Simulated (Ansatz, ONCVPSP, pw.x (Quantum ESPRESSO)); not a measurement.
# What a changed setting does to a pw.x run (fcc Rh)

Potential: optimised norm-conserving Vanderbilt (ONCV), ONCVPSP 4.0.1.1 (patched build), PBEsol; core [Ar] 3d10, reference 4s2 4p6 4d8 5s0.75 5p0.25; waves: 4s+5s: rc 1.75 bohr, ncon 3, nbas 7, qcut 9 1/bohr, 2 projectors; 4p+5p: rc 1.75 bohr, ncon 3, nbas 8, qcut 8 1/bohr, 2 projectors; 4d: rc 2.00 bohr, ncon 4, nbas 9, qcut 8.9 1/bohr, 3 projectors, debl 1.4 Ha; local part: polynomial inside 1.10 bohr (lpopt 1, dvloc0 2 Ha); core correction: Teter function, fcfact 2.25, rcfact 1.6.

The reference run (k-mesh 15³, cutoffs 70/280 Ry, Fermi–Dirac 0.01 Ry, mixing_beta 0.4, conv_thr 1e-9, no spin) gives -0.76 GPa at 13.588 Å³/atom, where all-electron LAPW gives -1.10 GPa. This run, with its own iteration cap, changes conv_thr to 1.0, a wrong or extreme entry chosen on purpose.

```
&control
  calculation='scf', prefix='x', pseudo_dir='./', outdir='./tmp', tstress=.true., disk_io='none'
/
&system
  ibrav=0, nat=1, ntyp=1, ecutwfc=70, ecutrho=280, nbnd=17,
  occupations='smearing', smearing='fd', degauss=0.01
/
&electrons
  conv_thr=1, mixing_beta=0.4, electron_maxstep=70
/
ATOMIC_SPECIES
Rh 1.0 Rh.UPF
CELL_PARAMETERS angstrom
  0.00000000 1.89397909 1.89397909
  1.89397909 0.00000000 1.89397909
  1.89397909 1.89397909 0.00000000
ATOMIC_POSITIONS crystal
Rh 0.0000 0.0000 0.0000
K_POINTS automatic
15 15 15 0 0 0
```

```bash
pw.x < Rh.scf.in > Rh.scf.out
```

Question: How does the run end?

Answer: It converges in 1 iterations; the free energy moves by +989.4 meV/atom and the pressure by -333.90 GPa. The result is not a property of the crystal.

```
Message from routine setup:
     using ibrav=0 with symmetry is DISCOURAGED, use correct ibrav instead
     lattice parameter (alat)  =       5.0616  a.u.
     unit-cell volume          =      91.6964 (a.u.)^3
     number of electrons       =        17.00
     number of Kohn-Sham states=           17
     kinetic-energy cutoff     =      70.0000  Ry
     charge density cutoff     =     280.0000  Ry
     scf convergence threshold =      1.0E+00
     Exchange-correlation= PBESOL
     number of k points=   120  Fermi-Dirac smearing, width (Ry)=  0.0100
     iteration #  1     ecut=    70.00 Ry     beta= 0.40
     the Fermi energy is    24.1768 ev
!    total energy              =    -228.92644859 Ry
     estimated scf accuracy    <       0.15895892 Ry
     smearing contrib. (-TS)   =      -0.00485943 Ry
     The total energy is F=E-TS. E is the sum of the following terms:
     one-electron contribution =     -47.64427397 Ry
     hartree contribution      =      35.04346814 Ry
     xc contribution           =     -31.21496264 Ry
     ewald contribution        =    -185.10582069 Ry
     convergence has been achieved in   1 iterations
          total   stress  (Ry/bohr**3)                   (kbar)     P=    -3346.63
     Message from routine punch:
     Nothing written, as per user request (disk_io='none')
```

The run took about 14 s on one core of a shared host (Neoverse-N1, 64 threads, 124 GiB, load 48).
